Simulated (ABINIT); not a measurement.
The system is LiH.

```
Li H
1.0
     0.00000    2.03675    2.03675
     2.03675    0.00000    2.03675
     2.03675    2.03675    0.00000
Li H
1 1
Direct
  0.00000 0.00000 0.00000
  0.50000 0.50000 0.50000
```

Base run:

| Item | Value |
| --- | --- |
| Program | ABINIT 10.8.3 (patched build) |
| Functional | r2SCAN |
| Potentials or basis | JTH PAW PBE v2.0 |
| Cutoff | 816 eV |
| k mesh | 11 × 11 × 11 |
| Occupations | fermi-dirac, width 0.05 eV |
| Spin | no spin polarisation |

Its results: band gap on the k mesh 3.84 eV, direct; pressure -1.6 GPa.

Problem. The run is repeated on the same cell with these changes: functional from r2SCAN to PBEsol; potentials or basis from JTH PAW PBE v2.0 to PseudoDojo NC SR PBEsol v0.4.1 standard; cutoff from 816 eV to 1007 eV. What comes out?

Solution. Band gap on the k mesh 2.98 eV, direct; pressure -2.3 GPa.

Caveats: the mesh misses the band edges, which the band path finds closer together; the PAW data sets were made with another functional, which shifts forces and pressure a little (some runs).
